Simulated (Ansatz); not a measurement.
# Sn (I4_1/amd) in Ansatz: convergence with cutoff

Aim: find how far cutoff must go before the results for Sn settle, at PBE. This setting moves, with any that are tied to it; all else stays.

Program: Ansatz 0.2.0. These are calculated values, not measurements. Logs are shortened: lines on timing, memory, paths and dates and some standing lists are left out, and cuts for length are marked.

## Step 1: The structure

It takes space group I4_1/amd (No. 141, tetragonal). Conventional cell: a = 5.880 Å, b = 5.880 Å, c = 3.199 Å, α = 90.00°, β = 90.00°, γ = 90.00°. Sn (site symmetry -4m2) is surrounded by 6 Sn at 3.05 to 3.20 Å.

## Step 2: With cutoff 80 eV

Input file input.yaml:

```yaml
crystal:
  lattice:
    - [-2.9401404553, 2.9401404553, 1.5993019889]
    - [2.9401404553, -2.9401404553, 1.5993019889]
    - [2.9401404553, 2.9401404553, -1.5993019889]
  atoms:
    - { symbol: Sn, position: [0.0, 0.0, 0.0] }
    - { symbol: Sn, position: [0.75, 0.25, 0.5] }
kpoints:
  mp_grid: { grid: [9, 9, 9] }
scf:
  occupations: { method: fermi_dirac, width: 0.05 }
hamiltonian:
  xc: pbe
  pseudopotentials: { kind: all_electron, lapw: { basis_error: 0.001 } }
output:
  forces: true
  stress: true
  eigenvalues: true
basis:
  ecutwfc: 80
```

Potentials or basis: all-electron LAPW, scalar-relativistic.

Run with:

```
$ ansatz run input.yaml --threads 1 --pin off --max-ram 3072MiB --backend cpu --events-out ev --progress --plain --runs-dir out
```

What it wrote:

```text
Warning: RAYON_NUM_THREADS=1 ignored (pool sized by the plan → 1); use --threads N
LAPW: plane waves up to 4.582 Å⁻¹, error target 1.0e-3 eV per atom; small_component_spin mean_spin; the cutoff is typed (target and bands ask for 207.5 eV, largest radius times wave number 7.0, largest estimated error of a free atom 2.0e-1 eV); Sn in spheres of 1.523 Å, 22 of its electrons in bands, Dirac shells [] (how accurate: hamiltonian.pseudopotentials.lapw.basis_error, Limitations)
Engine: ansatz 0.2.0, x86_64-unknown-linux-gnu
Pseudopotentials: kind: all_electron
Pseudopotential: Sn, LAPW, valence charge 22, lapw/all_electron/scalar/gaussian/Sn, Koelling and Harmon's equation, gaussian nucleus
Functional definition: PBE
  parameter kappa = 0.804
  parameter beta = 0.06672455060314922
  exchange = pbe_x(kappa = kappa, mu = beta*pi^2/3)
  correlation = pbe_c(beta = beta)
Crystal: 2 atoms, lattice volume = 55.300 Å³
Basis set: ecut = 79.99999999999999 eV, 95 PW (Γ), exchange–correlation at level 2
Bands: 27, of which v1, the nominal top of the filled ones, is band 22 counted from 1 (21 counted from 0)
Symmetry: 16 space group operations
Space group: I41/amd (ITA 141), of the structure as read, at distance tolerance 3.8e-5 Å
k-points: 75 of 729
Non-local potential: Sn, projectors of the file, none
Initial density: superposition of atomic densities (chi_scale 0.1, normalization cell)
Initial wavefunctions: plane waves of lowest kinetic energy (no species holds an atomic orbital)
Functional: x = pbe(κ = 0.804, μ = 0.2195149727645171), c = pbe(β = 0.06672455060314922)
iter 1 solved again at ethr=7.62e-5 eV; its pass at ethr=1.00e-1 eV (dr2=3.35e-2 eV) is discarded
SCF iter   1: F=—  HF=-336178.530619 eV  |F-HF|=—  |Δ(HF+E_count)|=         —  Δρ=9.27e-3  dr2=3.34e-2  ethr=7.62e-5  ⟨swp⟩=3.0  Hψ=13381  notcnv=0
preconditioner: auto → Kerker (q_TF=auto, 2.626 Å⁻¹)  [metal: Δε(μ)=0.009 eV  Ē_g=20.749 eV  σ=0.050 eV  W_gap=0.04  n_scr=16 (ndim 8)  ℏωp=26.4 eV  f_vac=0.000  D(μ)=0.98/eV (n_scr^D=4)]
SCF iter   2: F=—  HF=-336178.514970 eV  |F-HF|=—  |Δ(HF+E_count)|=   1.56e-2  Δρ=6.24e-3  dr2=1.71e-2  ethr=7.60e-5  ⟨swp⟩=2.0  Hψ=6080  notcnv=0
SCF iter   3: F=—  HF=-336178.517620 eV  |F-HF|=—  |Δ(HF+E_count)|=   2.65e-3  Δρ=3.27e-3  dr2=5.23e-3  ethr=3.88e-5  ⟨swp⟩=2.0  Hψ=6008  notcnv=0
SCF iter   4: F=—  HF=-336178.518889 eV  |F-HF|=—  |Δ(HF+E_count)|=   1.27e-3  Δρ=1.19e-3  dr2=8.67e-4  ethr=1.19e-5  ⟨swp⟩=2.0  Hψ=6004  notcnv=0
iter 5 solved again at ethr=7.68e-8 eV; its pass at ethr=1.97e-6 eV (dr2=3.38e-5 eV) is discarded
SCF iter   5: F=—  HF=-336178.519095 eV  |F-HF|=—  |Δ(HF+E_count)|=   2.05e-4  Δρ=2.04e-4  dr2=3.39e-5  ethr=7.68e-8  ⟨swp⟩=2.0  Hψ=10148  notcnv=0
SCF iter   6: F=—  HF=-336178.519107 eV  |F-HF|=—  |Δ(HF+E_count)|=   1.20e-5  Δρ=8.55e-5  dr2=6.42e-6  ethr=7.68e-8  ⟨swp⟩=2.0  Hψ=6004  notcnv=0
SCF iter   7: F=—  HF=-336178.519109 eV  |F-HF|=—  |Δ(HF+E_count)|=   2.73e-6  Δρ=2.24e-5  dr2=4.07e-7  ethr=1.46e-8  ⟨swp⟩=2.9  Hψ=6157  notcnv=0
SCF iter   8: F=-336178.519109 eV  HF=-336178.519109 eV  |F-HF|=8.61e-9  |Δ(HF+E_count)|=   2.60e-8  Δρ=6.03e-6  dr2=1.54e-8  ethr=9.26e-10  ⟨swp⟩=2.0  Hψ=6004  notcnv=0
SCF 1 converged in 8 iterations: F = -336178.519109 eV  dr2 = 1.54e-8
the basis misses lapw.basis_error, or isn't shown to meet it; the report's basis errors tell why
SCF converged after 8 iterations
Free energy (F): -336178.519109 eV
Harris-Foulkes:  -336178.519109 eV  (|F-HF|=8.61e-9)
Internal energy: -336178.511623 eV  (E = F + TS)
E sigma→0 (E₀):  -336178.515366 eV
Entropy (-TS):   -0.007486 eV (-3.743 meV/atom)
Fermi energy:    13.366375 eV
--- Per-component energies (eV) ---
  E_band       = -1415.283969
  E_kinetic    = 353569.012548
  E_xc         = -8995.626676
  E_electrostatic = -680751.897495  (all electrons and nuclei)
  E_smearing   = -0.007486  (= −TS)
  E_closure    = 0.000000  (closes the sum)
  E_atoms      = -336171.220692  (free atoms, spherical and without spin; not in F)
  Σ components = -336178.519109   (vs F -336178.519109, Δ=0.00e0)
  Basis errors (estimates in eV, not in F): energy 1.2e-1 per atom: plane waves 1.2e-1 (9.7e-2 summed), levels above the bands 3.7e-59, relativity 3.4e-8, radial functions 1.3e-5, core shells 2.9e-9; eigenvalues (radial functions only) 5.3e-7; not estimated: angular momenta, meshes, grids; target (lapw.basis_error) 1.0e-3, missed at the typed basis.ecutwfc; muffin-tin radii Sn 1.523 Å
--- Forces (eV/Å), atoms counted from 1 ---
  atom   1  Sn     0.00000000    -0.00000000     0.00000000
  atom   2  Sn     0.00000000    -0.00000000     0.00000000
  max |Σ_I F_I| component: 3.90e-18 eV/Å
--- Stress (GPa, compression-positive) ---
        3.082279      -0.000000       0.000000
       -0.000000       3.082279       0.000000
        0.000000       0.000000       2.773482
  P = ⅓ Tr σ = 2.9793 GPa (29.793 kbar)
--- Band table (eV; the first three rows and the last of 75) ---
  k-point 0: bands = ["-116.0115", "-116.0108", "-71.8053", "-71.8051", "-71.7945", "-71.7945", "-71.7878", "-71.7878", "-8.2552", "-8.1768", "-8.1336", "-8.1253", "-7.9828", "-7.9828", "-7.9679", "-7.9679", "-7.8817", "-7.7848", "2.3594", "9.6561", "11.4201", "11.4201", "16.3496", "19.4801", "19.4801", "20.0989", "20.1999"]
  k-point 1: bands = ["-116.0115", "-116.0108", "-71.8052", "-71.8051", "-71.7943", "-71.7943", "-71.7880", "-71.7880", "-8.2449", "-8.1781", "-8.1298", "-8.1233", "-7.9869", "-7.9774", "-7.9652", "-7.9642", "-7.8870", "-7.7949", "2.4687", "8.8462", "11.5499", "12.0260", "16.8558", "18.5601", "18.8879", "20.0542", "20.1937"]
  k-point 2: bands = ["-116.0114", "-116.0109", "-71.8051", "-71.8051", "-71.7937", "-71.7936", "-71.7886", "-71.7885", "-8.2173", "-8.1820", "-8.1398", "-8.1018", "-7.9976", "-7.9646", "-7.9574", "-7.9490", "-7.9079", "-7.8218", "2.7967", "7.5190", "11.9361", "12.8481", "17.1488", "17.7093", "18.2639", "19.7459", "19.9131"]
  k-point 74: bands = ["-116.0112", "-116.0111", "-71.8050", "-71.8050", "-71.7949", "-71.7947", "-71.7875", "-71.7873", "-8.1875", "-8.1845", "-8.0237", "-7.9987", "-7.9980", "-7.9909", "-7.9755", "-7.9603", "-7.9581", "-7.9578", "5.5500", "5.9028", "8.7051", "9.0650", "18.3925", "18.4002", "21.9059", "22.3826", "24.9380"]
```

Run time: 12 s. Hardware: 1 thread of Intel Xeon Platinum 8488C (Sapphire Rapids), shared host; peak memory 0.33 GiB.

What came out:

```yaml
Free_energy: -336178.5191 eV
Pressure: 3.0 GPa
Band_gap_on_the_k_mesh: none (metal or under the smearing width)
```

## Step 3: With cutoff 110 eV

Edit input.yaml of step 2 so:

```diff
@@ -20,2 +20,2 @@
 basis:
-  ecutwfc: 80
+  ecutwfc: 110
```

Potentials or basis: all-electron LAPW, scalar-relativistic.

Run with:

```
$ ansatz run input.yaml --threads 1 --pin off --max-ram 3072MiB --backend cpu --events-out ev --progress --plain --runs-dir out
```

Run time: 16 s. Hardware: 1 thread of Intel Xeon Platinum 8488C (Sapphire Rapids), shared host; peak memory 0.34 GiB.

What came out:

```
Free energy            : -336178.7263 eV
Pressure               : 1.7 GPa
Band gap on the k mesh : none (metal or under the smearing width)
```

## Step 4: With cutoff 140 eV

Edit input.yaml of step 3 so:

```diff
@@ -20,2 +20,2 @@
 basis:
-  ecutwfc: 110
+  ecutwfc: 140
```

Run with:

```
$ ansatz run input.yaml --threads 1 --pin off --max-ram 3072MiB --backend cpu --events-out ev --progress --plain --runs-dir out
```

It took 14 s on 1 thread of Intel Xeon Platinum 8488C (Sapphire Rapids), shared host; peak memory 0.35 GiB.

What came out:

* Free energy: -336178.7671 eV
* Pressure: 1.5 GPa
* Band gap on the k mesh: none (metal or under the smearing width)

## Step 5: With cutoff 180 eV

Edit input.yaml of step 4 so:

```diff
@@ -20,2 +20,2 @@
 basis:
-  ecutwfc: 140
+  ecutwfc: 180
```

Run with:

```
$ ansatz run input.yaml --threads 1 --pin off --max-ram 3072MiB --backend cpu --events-out ev --progress --plain --runs-dir out
```

Run time: 18 s. Hardware: 1 thread of Intel Xeon Platinum 8488C (Sapphire Rapids), shared host; peak memory 0.37 GiB.

Results:

| Item | Value |
| --- | --- |
| Free energy | -336178.7769 eV |
| Pressure | 1.4 GPa |
| Band gap on the k mesh | none (metal or under the smearing width) |

## Step 6: With cutoff 230 eV

Edit input.yaml of step 5 so:

```diff
@@ -20,2 +20,2 @@
 basis:
-  ecutwfc: 180
+  ecutwfc: 230
```

Potentials or basis: all-electron LAPW, scalar-relativistic.

Run with:

```
$ ansatz run input.yaml --threads 1 --pin off --max-ram 3072MiB --backend cpu --events-out ev --progress --plain --runs-dir out
```

It took 20 s on 1 thread of Intel Xeon Platinum 8488C (Sapphire Rapids), shared host; peak memory 0.4 GiB.

Results:

* Free energy: -336178.7785 eV
* Pressure: 1.4 GPa
* Band gap on the k mesh: none (metal or under the smearing width)

## Step 7: With cutoff 290 eV

Edit input.yaml of step 6 so:

```diff
@@ -20,2 +20,2 @@
 basis:
-  ecutwfc: 230
+  ecutwfc: 290
```

Run with:

```
$ ansatz run input.yaml --threads 1 --pin off --max-ram 3072MiB --backend cpu --events-out ev --progress --plain --runs-dir out
```

Wall time 33 s (1 thread of Intel Xeon Platinum 8488C (Sapphire Rapids), shared host); peak memory 0.49 GiB.

Results:

```
Free energy            : -336178.7786 eV
Pressure               : 1.4 GPa
Band gap on the k mesh : none (metal or under the smearing width)
```

## Step 8: With cutoff 360 eV

Edit input.yaml of step 7 so:

```diff
@@ -20,2 +20,2 @@
 basis:
-  ecutwfc: 290
+  ecutwfc: 360
```

Run with:

```
$ ansatz run input.yaml --threads 1 --pin off --max-ram 3072MiB --backend cpu --events-out ev --progress --plain --runs-dir out
```

It took 42 s on 1 thread of Intel Xeon Platinum 8488C (Sapphire Rapids), shared host; peak memory 0.56 GiB.

What came out:

* Free energy: -336178.7786 eV
* Pressure: 1.4 GPa
* Band gap on the k mesh: none (metal or under the smearing width)

## Step 9: With cutoff 450 eV

Edit input.yaml of step 8 so:

```diff
@@ -20,2 +20,2 @@
 basis:
-  ecutwfc: 360
+  ecutwfc: 450
```

Potentials or basis: all-electron LAPW, scalar-relativistic.

Run with:

```
$ ansatz run input.yaml --threads 1 --pin off --max-ram 3072MiB --backend cpu --events-out ev --progress --plain --runs-dir out
```

Run time: 67 s. Hardware: 1 thread of Intel Xeon Platinum 8488C (Sapphire Rapids), shared host; peak memory 0.74 GiB.

Results (log left out):

| Property | Result |
| --- | --- |
| Free energy | -336178.7786 eV |
| Pressure | 1.4 GPa |
| Band gap on the k mesh | none (metal or under the smearing width) |

## Step 10: With cutoff 560 eV

Edit input.yaml of step 9 so:

```diff
@@ -20,2 +20,2 @@
 basis:
-  ecutwfc: 450
+  ecutwfc: 560
```

Run with:

```
$ ansatz run input.yaml --threads 1 --pin off --max-ram 3072MiB --backend cpu --events-out ev --progress --plain --runs-dir out
```

Run time: 97 s. Hardware: 1 thread of Intel Xeon Platinum 8488C (Sapphire Rapids), shared host; peak memory 1 GiB.

It converged, with:

| Item | Value |
| --- | --- |
| Free energy | -336178.7786 eV |
| Pressure | 1.4 GPa |
| Band gap on the k mesh | none (metal or under the smearing width) |

## Step 11: Result

| cutoff | energy less the tightest run, at zero smearing (meV/atom) | pressure (GPa) | SCF cycles | CPU time (s) | peak memory (GiB) |
| --- | --- | --- | --- | --- | --- |
| 80 eV | 129.76 | 2.98 | 8 | 12 | 0.33 |
| 110 eV | 26.15 | 1.70 | 8 | 16 | 0.34 |
| 140 eV | 5.79 | 1.46 | 8 | 14 | 0.35 |
| 180 eV | 0.86 | 1.41 | 8 | 18 | 0.37 |
| 230 eV | 0.06 | 1.40 | 8 | 20 | 0.4 |
| 290 eV | 0.01 | 1.40 | 8 | 33 | 0.49 |
| 360 eV | 0.01 | 1.40 | 8 | 42 | 0.56 |
| 450 eV | 0.00 | 1.40 | 8 | 67 | 0.74 |
| 560 eV | 0.00 | 1.40 | 8 | 97 | 1 |

Against the tightest run, the energy stays within 1 meV/atom from 180 eV on; the pressure stays within 0.1 GPa from 140 eV on. The tightest run that finished is the yardstick and may itself not be fully converged.
